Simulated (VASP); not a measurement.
# CdSe (F-43m) in VASP: further runs

One crystal, CdSe, is run at these levels: r2SCAN+D4, PBE, LDA; tasks: single point.

All numbers are computed with VASP 6.6.1; they aren't measurements. Logs are shortened: lines on timing, memory, paths and dates and some standing lists are left out, and cuts for length are marked.

### Step 1. The structure

It takes space group F-43m (No. 216, cubic). Conventional cell: a = 6.141 Å, b = 6.141 Å, c = 6.141 Å, α = 90.00°, β = 90.00°, γ = 90.00°. Cd (site symmetry -43m) is surrounded by 4 Se at 2.66 Å. Se (site symmetry -43m) has 4 Cd at 2.66 Å as nearest neighbours.

Measurements of this composition are mostly on another form, of space group No. 186.

### Step 2. Single point, r2SCAN+D4, collinear spin, zero start (atoms moved at random, drawn with an rms of 0.02 Å)

The input, POSCAR:

```
CdSe
1.0
    0.0000000000      3.0702711986      3.0702711986
    3.0702711986      0.0000000000      3.0702711986
    3.0702711986      3.0702711986      0.0000000000
Cd Se
1 1
Direct
   -0.0020260064     -0.0016105751      0.0004354502
    0.2479290064      0.2484615751      0.2503905498
```

The input, INCAR.step1:

```
  ALGO = Normal
  EDIFF = 1E-4
  ENCUT = 520
  GGA = PE
  ISMEAR = -1
  ISPIN = 2
  LASPH = T
  LCHARG = F
  LREAL = F
  LWAVE = T
  MAGMOM = 0 0
  NBANDS = 20
  NELM = 150
  NUPDOWN = 0.0
  PREC = Accurate
  SIGMA = 0.1
```

The input, INCAR.step2:

```
  ALGO = Normal
  EDIFF = 1E-6
  ENCUT = 520
  ISIF = 2
  ISMEAR = -1
  ISPIN = 2
  ISTART = 1
  IVDW = 13
  LASPH = T
  LCHARG = T
  LELF = T
  LMIXTAU = T
  LORBIT = 11
  LREAL = F
  LVHAR = T
  LWAVE = F
  MAGMOM = 0 0
  METAGGA = R2SCAN
  NBANDS = 20
  NELM = 150
  NUPDOWN = 0.0
  PREC = Accurate
  SIGMA = 0.1
  VDW_A1 = 0.51559235
  VDW_A2 = 5.77342911
  VDW_S6 = 1.0
  VDW_S8 = 0.6018749
```

The input, KPOINTS:

```
k-points
0
Gamma
  6 6 6
```

Potentials or basis: VASP PAW PBE potentials, release 64 (Cd, Se).

Started as:

```
$ cat potpaw_PBE.64/Cd/POTCAR potpaw_PBE.64/Se/POTCAR > POTCAR
$ cp INCAR.step1 INCAR
$ mpirun -np 1 vasp_std > vasp.out
$ cp INCAR.step2 INCAR
$ mpirun -np 1 vasp_std > vasp.out
```

OUTCAR:

```text
EDIFF = 1E-6
   ENCUT = 520
   ISIF = 2
   ISMEAR = -1
   ISPIN = 2
   ISTART = 1
   IVDW = 13
   LASPH = T
   LORBIT = 11
   LREAL = F
   METAGGA = R2SCAN
   NELM = 150
   NUPDOWN = 0.0
   PREC = Accurate

 ion  position               nearest neighbor table
   1  0.998  0.998  0.000-   2 2.66   2 2.66   2 2.66   2 2.66
   2  0.248  0.248  0.250-   1 2.66   1 2.66   1 2.66   1 2.66

  LATTYP: Found a face centered cubic cell.
 ALAT       =     6.1405423972

  Lattice vectors:

 A1 = (   0.0000000000,   3.0702711986,   3.0702711986)
 A2 = (   3.0702711986,   0.0000000000,   3.0702711986)
 A3 = (   3.0702711986,   3.0702711986,   0.0000000000)

Analysis of symmetry for initial positions (statically):
=====================================================================
 Subroutine PRICEL returns:
 Original cell was already a primitive cell.

 Routine SETGRP: Setting up the symmetry group for a
 face centered cubic supercell.

 Subroutine GETGRP returns: Found  2 space group operations
 (whereof  1 operations were pure point group operations)
 out of a pool of 48 trial point group operations.

The static configuration has the point symmetry C_1 .
 The point group associated with its full space group is C_1h.

Analysis of symmetry for dynamics (positions and initial velocities):
=====================================================================
 Subroutine PRICEL returns:
 Original cell was already a primitive cell.

 Routine SETGRP: Setting up the symmetry group for a
 face centered cubic supercell.

 Subroutine GETGRP returns: Found  2 space group operations
 (whereof  1 operations were pure point group operations)
 out of a pool of 48 trial point group operations.

The dynamic configuration has the point symmetry C_1 .
 The point group associated with its full space group is C_1h.

Analysis of structural, dynamic, and magnetic symmetry:
=====================================================================
 Subroutine PRICEL returns:
 Original cell was already a primitive cell.

 Routine SETGRP: Setting up the symmetry group for a
 face centered cubic supercell.

 Subroutine GETGRP returns: Found  2 space group operations
 (whereof  1 operations were pure point group operations)
 out of a pool of 48 trial point group operations.

The overall configuration has the point symmetry C_1 .
 The point group associated with its full space group is C_1h.

 Subroutine INISYM returns: Found  2 space group operations
 (whereof  1 operations are pure point group operations),
 and found     1 'primitive' translations

----------------------------------------------------------------------------------------

                                     Primitive cell

  volume of cell :      57.8842

  direct lattice vectors                    reciprocal lattice vectors
     0.000000000  3.070271199  3.070271199    -0.162852063  0.162852063  0.162852063
     3.070271199  0.000000000  3.070271199     0.162852063 -0.162852063  0.162852063
     3.070271199  3.070271199  0.000000000     0.162852063  0.162852063 -0.162852063

  length of vectors
     4.342019169  4.342019169  4.342019169     0.282068048  0.282068048  0.282068048

  position of ions in fractional coordinates (direct lattice)
     0.997973994  0.998389425  0.000435450
     0.247929006  0.248461575  0.250390550

  ion indices of the primitive-cell ions
   primitive index   ion index
                 1           1
                 2           2

----------------------------------------------------------------------------------------

 KPOINTS: k-points

Automatic generation of k-mesh.
 Grid dimensions read from file:
 generate k-points for:    6    6    6

 Generating k-lattice:

  Cartesian coordinates                     Fractional coordinates (reciprocal lattice)
    -0.027142011  0.027142011  0.027142011     0.166666667  0.000000000  0.000000000
     0.027142011 -0.027142011  0.027142011     0.000000000  0.166666667  0.000000000
     0.027142011  0.027142011 -0.027142011     0.000000000  0.000000000  0.166666667

  Length of vectors
     0.047011341  0.047011341  0.047011341

  Shift w.r.t. Gamma in fractional coordinates (k-lattice)
     0.000000000  0.000000000  0.000000000

 Subroutine IBZKPT returns following result:
 ===========================================

 Found     68 irreducible k-points:

 Following reciprocal coordinates:
            Coordinates               Weight
  0.000000  0.000000  0.000000      1.000000
  0.166667  0.000000  0.000000      4.000000
  0.000000  0.166667  0.000000      2.000000
  0.166667  0.166667  0.166667      2.000000
  0.333333  0.000000  0.000000      4.000000
  0.000000  0.333333  0.000000      2.000000
[... 16 lines left out ...]
  0.166667  0.166667 -0.333333      4.000000
  0.500000  0.333333  0.500000      2.000000
 [... further k-points ...]
   k-points           NKPTS =     68   k-points in BZ     NKDIM =     68   number of bands    NBANDS=     20
   number of dos      NEDOS =    301   number of ions     NIONS =      2
   total plane-waves  NPLWV =  32768
   dimension x,y,z NGX =    32 NGY =   32 NGZ =   32
   dimension x,y,z NGXF=    64 NGYF=   64 NGZF=   64
   ions per type =               1   1
   NGX,Y,Z   is equivalent  to a cutoff of  12.25, 12.25, 12.25 a.u.
   NGXF,Y,Z  is equivalent  to a cutoff of  24.50, 24.50, 24.50 a.u.
 SYSTEM =  unknown system
   PREC   = accura    normal or accurate (medium, high low for compatibility)
   ISTART =      1    job   : 0-new  1-cont  2-samecut
   ICHARG =      0    charge: 1-file 2-atom 10-const
   ISPIN  =      2    spin polarized calculation?
   LNONCOLLINEAR =      F non collinear calculations
   LSORBIT =      F    spin-orbit coupling
   LASPH  =      T    aspherical Exc in radial PAW
   ENCUT  =  520.0 eV  38.22 Ry    6.18 a.u.   8.07  8.07  8.07*2*pi/ulx,y,z
   NELM   =    150;   NELMIN=  2; NELMDL=  0     # of ELM steps
   EDIFF  = 0.1E-05   stopping-criterion for ELM
   LREAL  =      F    real-space projection
   EDIFFG = 0.1E-04   stopping-criterion for IOM
   NSW    =      0    number of steps for IOM
   IBRION =     -1    ionic relax: 0-MD 1-quasi-New 2-CG
   NFREE  =      0    steps in history (QN), initial steepest desc. (CG)
   ISIF   =      2    stress and relaxation
   ISYM   =      2    0-nonsym 1-usesym 2-fastsym
   POTIM  = 0.5000    time-step for ionic-motion
   TEBEG  =    0.0;   TEEND  =   0.0 temperature during run
   PSTRESS=    0.0 pullay stress
   NELECT =      18.0000    total number of electrons
   NUPDOWN=       0.0000    fix difference up-down
   EMIN   =  10.00;   EMAX   =-10.00  energy-range for DOS
   EFERMI =   0.00;   METHOD = LEGACY
   ISMEAR =    -1;   SIGMA  =   0.10  broadening in eV -4-tet -1-fermi 0-gaus
   EFERMI_NEDOS =   21; number of points for ismear=-14 and -15
   IALGO  =     38    algorithm
   IMIX   =      4    mixing-type and parameters
     AMIX     =   0.40;   BMIX     =  1.00
     AMIX_MAG =   1.60;   BMIX_MAG =  1.00
  volume/ion in A,a.u.               =      28.94       195.31
  Fermi-wavevector in a.u.,A,eV,Ry     =   1.109121  2.095935 16.737199  1.230149
  Thomas-Fermi vector in A             =   2.245657
   LORBIT       =     11    0 simple, 1 ext, 2 COOP (PROOUT), +10 PAW based schemes
   METAGGA = R2SCAN    functional components
   LHFCALC =     F    Hartree Fock is set to
   AEXX    =    0.0000 exact exchange contribution
   IVDW    =    13    specifies the selected vdW correction
   LEPSILON=     F    determine dielectric tensor
   LRPA    =     F    only Hartree local field effects (RPA)
 spin polarized calculation
  energy-cutoff  :      520.00
  volume of cell :       57.88
 maximum number of plane-waves:      1588
   NGX = 17   NGY = 17   NGZ = 17

 number of electron      18.0000006 magnetization       0.0000000

 number of electron      18.0000006 magnetization      -0.0000000

 Free energy of the ion-electron system (eV)
  ---------------------------------------------------
  ext. energy  EPLUGINS =         0.00000000
  ---------------------------------------------------
  free energy    TOTEN  =       -35.91314897 eV

  energy without entropy =      -35.91296856  energy(sigma->0) =      -35.91305876

 E-fermi :   1.0208     XC(G=0):  -9.2907

 val. band max:        0.4219094123   @ k =   0.0000   0.0000   0.0000
 cond. band min:       1.4422855529   @ k =   0.0000   0.0000   0.0000
 fundamental gap:      1.0203761406
 Fermi energy:         1.0208009754

 spin component 1

 k-point     1 :       0.0000    0.0000    0.0000
  band No.  band energies     occupation
      1     -12.4355      1.00000
      2      -7.6561      1.00000
      3      -7.6558      1.00000
      4      -7.6557      1.00000
      5      -7.2862      1.00000
      6      -7.2862      1.00000
[... 12 lines left out ...]
     19      13.0504      0.00000
     20      14.9015      0.00000

 k-point     2 :       0.1667    0.0000    0.0000
  band No.  band energies     occupation
      1     -12.3478      1.00000
      2      -7.6280      1.00000
      3      -7.6278      1.00000
      4      -7.5643      1.00000
      5      -7.2867      1.00000
      6      -7.2867      1.00000
[... 12 lines left out ...]
     19      15.1011      0.00000
     20      17.1192      0.00000
[... 465 lines left out ...]
      3      -7.5217      1.00000
      4      -7.3060      1.00000
      5      -7.2598      1.00000
      6      -6.9857      1.00000
[... 12 lines left out ...]
     19      17.5807      0.00000
     20      19.0595      0.00000

 k-point    24 :       0.5000    0.3333    0.5000
  band No.  band energies     occupation
      1     -12.0532      1.00000
      2      -7.5425      1.00000
      3      -7.5215      1.00000
      4      -7.3061      1.00000
      5      -7.2598      1.00000
      6      -6.9857      1.00000
[... 12 lines left out ...]
     19      17.5802      0.00000
     20      19.0594      0.00000

 [... further k-points ...]

 spin component 2

 k-point     1 :       0.0000    0.0000    0.0000
  band No.  band energies     occupation
      1     -12.4355      1.00000
      2      -7.6561      1.00000
      3      -7.6558      1.00000
      4      -7.6557      1.00000
      5      -7.2862      1.00000
      6      -7.2862      1.00000
[... 12 lines left out ...]
     19      13.0504      0.00000
     20      14.9015      0.00000

 k-point     2 :       0.1667    0.0000    0.0000
  band No.  band energies     occupation
      1     -12.3478      1.00000
      2      -7.6280      1.00000
      3      -7.6278      1.00000
      4      -7.5643      1.00000
      5      -7.2867      1.00000
      6      -7.2867      1.00000
[... 12 lines left out ...]
     19      15.1011      0.00000
     20      17.1192      0.00000
[... 465 lines left out ...]
      3      -7.5217      1.00000
      4      -7.3060      1.00000
      5      -7.2598      1.00000
      6      -6.9857      1.00000
[... 12 lines left out ...]
     19      17.5807      0.00000
     20      19.0595      0.00000

 k-point    24 :       0.5000    0.3333    0.5000
  band No.  band energies     occupation
      1     -12.0532      1.00000
      2      -7.5425      1.00000
      3      -7.5215      1.00000
      4      -7.3061      1.00000
      5      -7.2598      1.00000
      6      -6.9857      1.00000
[... 12 lines left out ...]
     19      17.5802      0.00000
     20      19.0594      0.00000

 [... further k-points ...]

------------------------ aborting loop because EDIFF is reached ----------------------------------------

  DFT-D4 for vdW energy calculation

  Edisp (eV):   -0.23027

  FORCE on cell =-STRESS in cart. coord.  units (eV):
  Direction    XX          YY          ZZ          XY          YZ          ZX
  --------------------------------------------------------------------------------------
  -------------------------------------------------------------------------------------
  Total      -0.18775    -0.18776    -0.18775    -0.00045    -0.00045     0.00166
  in kB      -5.19672    -5.19710    -5.19672    -0.01238    -0.01238     0.04593
  external pressure =       -5.20 kB  Pullay stress =        0.00 kB

 VOLUME and BASIS-vectors are now :
 -----------------------------------------------------------------------------
  energy-cutoff  :      520.00
  volume of cell :       57.88
      direct lattice vectors                 reciprocal lattice vectors
     0.000000000  3.070271199  3.070271199    -0.162852063  0.162852063  0.162852063
     3.070271199  0.000000000  3.070271199     0.162852063 -0.162852063  0.162852063
     3.070271199  3.070271199  0.000000000     0.162852063  0.162852063 -0.162852063

 POSITION                                       TOTAL-FORCE (eV/Angst)
 -----------------------------------------------------------------------------------
      3.06666      3.06539      6.12938         0.000492     -0.001179      0.000492
      1.53161      1.52998      1.52405        -0.000492      0.001179     -0.000492
 -----------------------------------------------------------------------------------
    total drift:                               -0.000269     -0.000149     -0.000287

  FREE ENERGIE OF THE ION-ELECTRON SYSTEM (eV)
  ---------------------------------------------------
  free  energy   TOTEN  =       -36.1434223033 eV

  energy  without entropy=      -36.1432418917  energy(sigma->0) =      -36.14333210

 total charge

# of ion       s       p       d       tot
------------------------------------------
    1        0.417   0.292   9.572  10.281
    2        1.438   2.439   0.020   3.898
--------------------------------------------------
tot          1.855   2.731   9.592  14.178

 magnetization (x)

# of ion       s       p       d       tot
------------------------------------------
    1       -0.000   0.000   0.000   0.000
    2       -0.000  -0.000   0.000  -0.000
--------------------------------------------------
tot         -0.000  -0.000   0.000   0.000
```

Wall time 4.9 min (1 thread of AMD EPYC 9R45 (Zen 5), shared host); peak memory 0.27 GiB.

What came out:

```yaml
Free_energy: -36.1434 eV
Pressure: -0.5 GPa
Net_moment: 0.00 μB per cell
Valence_electrons_inside_the_program's_atomic_spheres: Cd 10.28; Se 3.90
Dispersion_energy_per_atom: -0.115 eV
```

Caveat: the PAW data sets were made with another functional, which shifts forces and pressure a little; the total moment is fixed, so each spin has its own Fermi level.

### Step 3. Single point, PBE

The input, INCAR:

```
PREC = Accurate
ENCUT = 520
EDIFF = 1E-7
ISMEAR = -1
SIGMA = 0.05
LREAL = False
LASPH = True
NELM = 80
ALGO = Fast
ISIF = 2
LWAVE = False
LCHARG = True
GGA = PE
LELF = True
LVHAR = True
NBANDS = 16
```

The input, KPOINTS:

```
Automatic mesh
0
Gamma
  8 8 8
```

The input, POSCAR:

```
CdSe
1.0
    0.0000000000      3.0702711986      3.0702711986
    3.0702711986      0.0000000000      3.0702711986
    3.0702711986      3.0702711986      0.0000000000
Cd Se
1 1
Direct
    0.0000000000      0.0000000000      0.0000000000
    0.2500000000      0.2500000000      0.2500000000
```

Potentials or basis: VASP PAW PBE potentials, release 64 (Cd, Se).

Started as:

```
$ cat potpaw_PBE.64/Cd/POTCAR potpaw_PBE.64/Se/POTCAR > POTCAR
$ mpirun -np 1 vasp_std > vasp.out
```

OUTCAR:

```text
PREC = Accurate
   ENCUT = 520
   EDIFF = 1E-7
   ISMEAR = -1
   LREAL = False
   LASPH = True
   NELM = 80
   ISIF = 2
   GGA = PE

 ion  position               nearest neighbor table
   1  0.000  0.000  0.000-   2 2.66   2 2.66   2 2.66   2 2.66
   2  0.250  0.250  0.250-   1 2.66   1 2.66   1 2.66   1 2.66

  LATTYP: Found a face centered cubic cell.
 ALAT       =     6.1405423972

  Lattice vectors:

 A1 = (   0.0000000000,   3.0702711986,   3.0702711986)
 A2 = (   3.0702711986,   0.0000000000,   3.0702711986)
 A3 = (   3.0702711986,   3.0702711986,   0.0000000000)

Analysis of symmetry for initial positions (statically):
=====================================================================
 Subroutine PRICEL returns:
 Original cell was already a primitive cell.

 Routine SETGRP: Setting up the symmetry group for a
 face centered cubic supercell.

 Subroutine GETGRP returns: Found 24 space group operations
 (whereof 24 operations were pure point group operations)
 out of a pool of 48 trial point group operations.

The static configuration has the point symmetry T_d .

[... 159 lines left out ...]
  energy without entropy =       -5.49044407  energy(sigma->0) =       -5.49045648

 E-fermi :   1.0341     XC(G=0):  -8.7559

 val. band max:        0.7191232226   @ k =   0.0000   0.0000   0.0000
 cond. band min:       1.2688389531   @ k =   0.0000   0.0000   0.0000
 fundamental gap:      0.5497157305
 Fermi energy:         1.0340529023

 k-point     1 :       0.0000    0.0000    0.0000
  band No.  band energies     occupation
      1     -11.7180      2.00000
      2      -7.1231      2.00000
      3      -7.1231      2.00000
      4      -7.1231      2.00000
      5      -6.7786      2.00000
      6      -6.7786      2.00000
[... 433 lines left out ...]
      3      -6.9801      2.00000
      4      -6.7958      2.00000
      5      -6.7633      2.00000
      6      -6.4244      2.00000
[... 8 lines left out ...]
     15      12.3178      0.00000
     16      13.2633      0.00000

 [... further k-points ...]

------------------------ aborting loop because EDIFF is reached ----------------------------------------

  FORCE on cell =-STRESS in cart. coord.  units (eV):
  Direction    XX          YY          ZZ          XY          YZ          ZX
  --------------------------------------------------------------------------------------
  -------------------------------------------------------------------------------------
  Total        0.5651241      0.5651241      0.5651241      0.0000000      0.0000000      0.0000000
  in kB       15.6420692     15.6420692     15.6420692      0.0000000      0.0000000      0.0000000
  external PRESSURE =      15.6420692 kB  Pullay stress =       0.0000000 kB

 VOLUME and BASIS-vectors are now :
 -----------------------------------------------------------------------------
  energy-cutoff  :      520.00
  volume of cell :       57.88
      direct lattice vectors                 reciprocal lattice vectors
     0.000000000  3.070271199  3.070271199    -0.162852063  0.162852063  0.162852063
     3.070271199  0.000000000  3.070271199     0.162852063 -0.162852063  0.162852063
     3.070271199  3.070271199  0.000000000     0.162852063  0.162852063 -0.162852063

 POSITION                                       TOTAL-FORCE (eV/Angst)
 -----------------------------------------------------------------------------------
      0.00000      0.00000      0.00000         0.000000      0.000000      0.000000
      1.53514      1.53514      1.53514        -0.000000     -0.000000     -0.000000
 -----------------------------------------------------------------------------------
    total drift:                               -0.000001     -0.000001     -0.000000

  FREE ENERGIE OF THE ION-ELECTRON SYSTEM (eV)
  ---------------------------------------------------
  free  energy   TOTEN  =        -5.4904688972 eV

  energy  without entropy=       -5.4904440717  energy(sigma->0) =       -5.49045648
```

stdout:

```text
POSCAR found type information on POSCAR CdSe
 POSCAR found :  2 types and       2 ions
 scaLAPACK will be used
 LDA part: xc-table for (Slater+PW92), standard interpolation
 POSCAR, INCAR and KPOINTS ok, starting setup
 FFT: planning ... GRIDC
 FFT: planning ... GRID_SOFT
 FFT: planning ... GRID
 WAVECAR not read
 entering main loop
```

Run time: 16 s. Hardware: 1 thread of Intel Xeon Platinum 8488C (Sapphire Rapids), shared host; peak memory 0.19 GiB.

Results:

```
Free energy            : -5.4905 eV
Pressure               : 1.6 GPa
Band gap on the k mesh : 0.55 eV, direct
```

(Part 1 of 2 ends here.)
